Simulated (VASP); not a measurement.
# Bi (Im-3m) in VASP: further runs

One crystal, Bi, is run at these levels: PBEsol; tasks: relaxation of cell and atoms.

Program: VASP 6.6.1. These are calculated values, not measurements. Logs are shortened: lines on timing, memory, paths and dates and some standing lists are left out, and cuts for length are marked.

## (1) Starting point

The structure is cubic, space group Im-3m (No. 229). Conventional cell: a = 3.963 Å, b = 3.963 Å, c = 3.963 Å, α = 90.00°, β = 90.00°, γ = 90.00°. Bi (site symmetry m-3m) is surrounded by 8 Bi at 3.43 Å.

This isn't the form of Bi at room conditions, which is rhombohedral.

## (2) Relaxation of cell and atoms, PBEsol, target pressure 40.8 GPa, at which the enthalpy is minimised

Contents of INCAR:

```
SYSTEM = Bi
  PREC = Accurate
  ENCUT = 520
  EDIFF = 1E-7
  ISMEAR = 0
  SIGMA = 0.1
  LREAL = .False.
  LASPH = .True.
  NELM = 100
  ALGO = Fast
  ISIF = 3
  LWAVE = .False.
  LCHARG = .False.
  GGA = PS
  IBRION = 2
  NSW = 80
  EDIFFG = -0.002
  AMIX = 0.2
  PSTRESS = 408.0
```

Contents of KPOINTS:

```
regular mesh
0
Gamma
  16 16 16
  0 0 0
```

Contents of POSCAR:

```
Bi
1.0
   -1.9814305300      1.9814305300      1.9814305300
    1.9814305300     -1.9814305300      1.9814305300
    1.9814305300      1.9814305300     -1.9814305300
Bi
1
Direct
    0.0000000000      0.0000000000      0.0000000000
```

Potentials or basis: VASP PAW PBE potentials, release 64 (Bi_d).

Command:

```sh
cat potpaw_PBE.64/Bi_d/POTCAR > POTCAR
mpirun -np 1 vasp_std > vasp.out
```

OUTCAR:

```text
SYSTEM = Bi
   PREC = Accurate
   ENCUT = 520
   EDIFF = 1E-7
   ISMEAR = 0
   LREAL = .False.
   LASPH = .True.
   NELM = 100
   ISIF = 3
   GGA = PS
   IBRION = 2
   NSW = 80
   EDIFFG = -0.002
   AMIX = 0.2
   PSTRESS = 408.0

 ion  position               nearest neighbor table
   1  0.000  0.000  0.000-

  LATTYP: Found a body centered cubic cell.
 ALAT       =     3.9628610600

  Lattice vectors:

 A1 = (  -1.9814305300,   1.9814305300,   1.9814305300)
 A2 = (   1.9814305300,  -1.9814305300,   1.9814305300)
 A3 = (   1.9814305300,   1.9814305300,  -1.9814305300)

Analysis of symmetry for initial positions (statically):
=====================================================================
 Subroutine PRICEL returns:
 Original cell was already a primitive cell.

 Routine SETGRP: Setting up the symmetry group for a
 body centered cubic supercell.

 Subroutine GETGRP returns: Found 48 space group operations
 (whereof 48 operations were pure point group operations)
 out of a pool of 48 trial point group operations.

The static configuration has the point symmetry O_h .

Analysis of symmetry for dynamics (positions and initial velocities):
=====================================================================
 Subroutine PRICEL returns:
 Original cell was already a primitive cell.

 Routine SETGRP: Setting up the symmetry group for a
 body centered cubic supercell.

 Subroutine GETGRP returns: Found 48 space group operations
 (whereof 48 operations were pure point group operations)
 out of a pool of 48 trial point group operations.

The dynamic configuration has the point symmetry O_h .

 Subroutine INISYM returns: Found 48 space group operations
 (whereof 48 operations are pure point group operations),
 and found     1 'primitive' translations

----------------------------------------------------------------------------------------

                                     Primitive cell

  volume of cell :      31.1169

  direct lattice vectors                    reciprocal lattice vectors
    -1.981430530  1.981430530  1.981430530     0.000000000  0.252342937  0.252342937
     1.981430530 -1.981430530  1.981430530     0.252342937  0.000000000  0.252342937
     1.981430530  1.981430530 -1.981430530     0.252342937  0.252342937  0.000000000

  length of vectors
     3.431938350  3.431938350  3.431938350     0.356866804  0.356866804  0.356866804

  position of ions in fractional coordinates (direct lattice)
     0.000000000  0.000000000  0.000000000

  ion indices of the primitive-cell ions
[... 162 lines left out ...]

 number of electron      15.0000001 magnetization

------------------------ aborting loop EDIFF was not reached (unconverged)  ----------------------------

  FORCE on cell =-STRESS in cart. coord.  units (eV):
  Direction    XX          YY          ZZ          XY          YZ          ZX
  --------------------------------------------------------------------------------------
  -------------------------------------------------------------------------------------
  Total      131.1177417    131.1177417    131.1177417     -0.0000000      0.0000000     -0.0000000
  in kB    31568.6889955  31568.6889955  31568.6889955     -0.0000000      0.0000000     -0.0000000
  external PRESSURE =   31160.6889955 kB  Pullay stress =     408.0000000 kB
[... 24 lines left out ...]
--------------------------------------- Ionic step        3  -------------------------------------------

 number of electron      15.0000001 magnetization

------------------------ aborting loop EDIFF was not reached (unconverged)  ----------------------------

  FORCE on cell =-STRESS in cart. coord.  units (eV):
  Direction    XX          YY          ZZ          XY          YZ          ZX
  --------------------------------------------------------------------------------------
  -------------------------------------------------------------------------------------
  Total        7.1035835      7.1035835      7.1035835     -0.0000000      0.0000000      0.0000000
  in kB      382.7627942    382.7627942    382.7627942     -0.0000000      0.0000000      0.0000000
  external PRESSURE =     -25.2372058 kB  Pullay stress =     408.0000000 kB
[... 20 lines left out ...]
  energy  without entropy=       84.9186063892  energy(sigma->0) =       84.91758867

  enthalpy is  TOTEN    =        92.4885244514 eV   P V=        7.5719535019

 E-fermi :   8.5684     XC(G=0): -10.6791

 val. band max:        8.5490406389   @ k =   0.1875   0.1875   0.0625
 cond. band min:       8.5949210182   @ k =   0.4375   0.1250  -0.0000
 fundamental gap:      0.0458803793
 Fermi energy:         8.5684407883

 k-point     1 :       0.0000    0.0000    0.0000
  band No.  band energies     occupation
      1     -14.6085      2.00000
      2     -14.6085      2.00000
      3     -14.6085      2.00000
      4     -14.4546      2.00000
      5     -14.4546      2.00000
      6      -5.5088      2.00000
      7      13.8652      0.00000
      8      13.8652      0.00000
      9      13.8652      0.00000
     10      18.1426      0.00000
     11      21.6470      0.00000
[... 310 lines left out ...]
  band No.  band energies     occupation
      1     -14.6243      2.00000
      2     -14.5618      2.00000
      3     -14.4786      2.00000
      4     -14.4701      2.00000
      5     -14.4145      2.00000
      6      -2.9529      2.00000
      7       5.2823      2.00000
      8       8.2236      2.00000
      9      22.3202      0.00000
     10      53.8058      0.00000
     11      99.6086      0.00000

 [... further k-points ...]

[... ionic steps 4 to 27 ...]

--------------------------------------- Ionic step       28  -------------------------------------------

 number of electron      15.0000001 magnetization

------------------------ aborting loop because EDIFF is reached ----------------------------------------
[... 69 lines left out ...]
--------------------------------------- Ionic step       30  -------------------------------------------

 number of electron      15.0000001 magnetization

 Free energy of the ion-electron system (eV)
  ---------------------------------------------------
  ext. energy  EPLUGINS =         0.00000000
  ---------------------------------------------------
  free energy    TOTEN  =        -3.44538402 eV

  energy without entropy =       -3.44249576  energy(sigma->0) =       -3.44393989

 E-fermi :  13.0078     XC(G=0): -12.2627

 val. band max:       12.9656380677   @ k =   0.1875   0.1875   0.0625
 cond. band min:      13.0397306521   @ k =  -0.2500   0.2500   0.2500
 fundamental gap:      0.0740925844
 Fermi energy:        13.0078288049

 k-point     1 :       0.0000    0.0000    0.0000
  band No.  band energies     occupation
      1     -10.4658      2.00000
      2     -10.4658      2.00000
      3     -10.4658      2.00000
      4     -10.0728      2.00000
      5     -10.0728      2.00000
      6      -3.6618      2.00000
      7      21.3008      0.00000
      8      21.3008      0.00000
      9      21.3008      0.00000
     10      23.3097      0.00000
     11      23.3097      0.00000
[... 354 lines left out ...]
  energy  without entropy=       -3.4424957575  energy(sigma->0) =       -3.44393989

  enthalpy is  TOTEN    =         2.0974516860 eV   P V=        5.5428357054

 reached required accuracy - stopping structural energy minimisation
```

CONTCAR:

```text
Bi
   1.00000000000000
    -1.7588986326723877    1.7588986326723881    1.7588986326723877
     1.7588986326723877   -1.7588986326723881    1.7588986326723877
     1.7588986326723877    1.7588986326723881   -1.7588986326723877
  Bi
     1
Direct
     0.0000000000000000    0.0000000000000000    0.0000000000000000

  0.00000000E+00  0.00000000E+00  0.00000000E+00
```

Wall time 11 min (1 thread of Intel Xeon 6975P-C (Granite Rapids), shared host); peak memory 0.23 GiB.

What came out:

- Free energy: -3.4454 eV
- Relaxed volume: 21.77 Å³/atom
- Relaxed cell: a = 3.047 Å, b = 3.047 Å, c = 3.047 Å, α = 109.47°, β = 109.47°, γ = 109.47°
- Space group after relaxing (to 0.05 Å): Im-3m (No. 229)
- Energy change on relaxing (the enthalpy is what falls): +766.9 meV/atom
- Ionic steps: 30
- Pressure after relaxing: 40.8 GPa
- Band gap on the k mesh: none (metal or under the smearing width)

The path:
| step | energy change (eV) | largest force (eV/Å) | pressure (GPa) | volume (Å³) |
| --- | --- | --- | --- | --- |
| 1 | 0.0000 | 0.0000 | -2.10 | 31.12 |
| 2 | 97.0007 | 0.0000 | 3156.87 | 6.65 |
| 3 | 89.1288 | 0.0000 | 38.28 | 29.73 |
| 4 | 0.0776 | 0.0000 | 1.29 | 29.61 |
| 5 | 4.6812 | 0.0000 | 192.49 | 15.39 |
| 6 | 0.3095 | 0.0000 | 21.79 | 24.17 |
| 7 | 0.8295 | 0.0000 | 43.29 | 21.53 |
| 8 | 0.7599 | 0.0000 | 40.67 | 21.79 |
| 9 | 0.7600 | 0.0000 | 40.53 | 21.79 |
| 10 | 0.7600 | 0.0000 | 40.51 | 21.79 |
| 11 | 0.7600 | 0.0000 | 40.53 | 21.79 |
| 12 | 0.7600 | 0.0000 | 40.53 | 21.79 |
| 13 | 0.7600 | 0.0000 | 40.54 | 21.79 |
| 14 | 0.7600 | 0.0000 | 40.54 | 21.79 |
| 15 | 0.7600 | 0.0000 | 40.54 | 21.79 |
| 16 | 0.7600 | 0.0000 | 40.54 | 21.79 |
| 17 | 0.7600 | 0.0000 | 40.53 | 21.79 |
| 18 | 0.7601 | 0.0000 | 40.53 | 21.79 |
| 19 | 0.7601 | 0.0000 | 40.53 | 21.79 |
| 20 | 0.7601 | 0.0000 | 40.53 | 21.79 |
| 21 | 0.7602 | 0.0000 | 40.52 | 21.79 |
| 22 | 0.7604 | 0.0000 | 40.54 | 21.79 |
| 23 | 0.7607 | 0.0000 | 40.56 | 21.79 |
| 24 | 0.7614 | 0.0000 | 40.57 | 21.79 |
| 25 | 0.7628 | 0.0000 | 40.61 | 21.78 |
| 26 | 0.7656 | 0.0000 | 40.70 | 21.77 |
| 27 | 0.7711 | 0.0000 | 40.96 | 21.75 |
| 28 | 0.7677 | 0.0000 | 40.91 | 21.76 |
| 29 | 0.7671 | 0.0000 | 40.83 | 21.77 |
| 30 | 0.7669 | 0.0000 | 40.81 | 21.77 |

Final structure:
```cif
data_structure
_symmetry_space_group_name_H-M 'P 1'
_symmetry_Int_Tables_number 1
_cell_length_a 3.0465
_cell_length_b 3.0465
_cell_length_c 3.0465
_cell_angle_alpha 109.471
_cell_angle_beta 109.471
_cell_angle_gamma 109.471
_cell_volume 21.77
loop_
_atom_site_label
_atom_site_type_symbol
_atom_site_fract_x
_atom_site_fract_y
_atom_site_fract_z
_atom_site_occupancy
Bi1 Bi 0.00000 0.00000 0.00000 1
```

Caveat: the cell is relaxed towards a set pressure, so the enthalpy falls and the energy may rise; the volume moved by over 15 % at a fixed basis, so the end points are rough; the PAW data sets were made with another functional, which shifts forces and pressure a little; spin-orbit coupling is left out, which moves the levels of the heavy elements.

## (3) Relaxation of cell and atoms, PBEsol, target pressure 40.8 GPa, at which the enthalpy is minimised

This run uses another cell than the first one, of 21.77 Å³/atom, 0.699 times its volume.

INCAR is that of step 2.

KPOINTS is that of step 2.

Contents of POSCAR:

```
Bi                                      
1.0
   -1.7588986327      1.7588986327      1.7588986327
    1.7588986327     -1.7588986327      1.7588986327
    1.7588986327      1.7588986327     -1.7588986327
  Bi            
     1
Direct
     0.0000000000000000    0.0000000000000000    0.0000000000000000
```

Potentials or basis: VASP PAW PBE potentials, release 64 (Bi_d).

Command:

```sh
cat potpaw_PBE.64/Bi_d/POTCAR > POTCAR
mpirun -np 1 vasp_std > vasp.out
```

It took 16 s on 1 thread of Intel Xeon 6975P-C (Granite Rapids), shared host; peak memory 0.16 GiB.

Results (log left out):

* Free energy: -3.4371 eV
* Relaxed volume: 21.75 Å³/atom
* Relaxed cell: a = 3.046 Å, b = 3.046 Å, c = 3.046 Å, α = 109.47°, β = 109.47°, γ = 109.47°
* Space group after relaxing (to 0.05 Å): Im-3m (No. 229)
* Energy change on relaxing (the enthalpy is what falls): +5.1 meV/atom
* Ionic steps: 2
* Pressure after relaxing: 40.8 GPa
* Band gap on the k mesh: none (metal or under the smearing width)

The path:
```
step  energy change (eV)  largest force (eV/Å)  pressure (GPa)  volume (Å³)
   1              0.0000                0.0000           40.75        21.77
   2              0.0051                0.0000           40.80        21.75
```

Final structure:
```
Bi
1.0
    -1.75836    1.75836    1.75836
     1.75836   -1.75836    1.75836
     1.75836    1.75836   -1.75836
Bi
1
Direct
  0.00000 0.00000 0.00000
```

Levels at points of the mesh, in eV from the Fermi level:
```
           k point  band 4  band 5  band 6  band 7  band 8  band 9  band 10  band 11
(0.00, 0.00, 0.00)  -23.08  -23.08  -16.68    8.30    8.30    8.30    10.30    10.30
(0.50, 0.00, 0.00)  -23.09  -22.83  -11.08   -7.54    2.36    4.22     7.69     8.80
(0.50, 0.50, 0.50)  -22.89  -22.89   -6.87   -2.75   -2.75   -2.75     3.30     3.30
```

Caveat: the cell is relaxed towards a set pressure, so the enthalpy falls and the energy may rise; the PAW data sets were made with another functional, which shifts forces and pressure a little; spin-orbit coupling is left out, which moves the levels of the heavy elements.
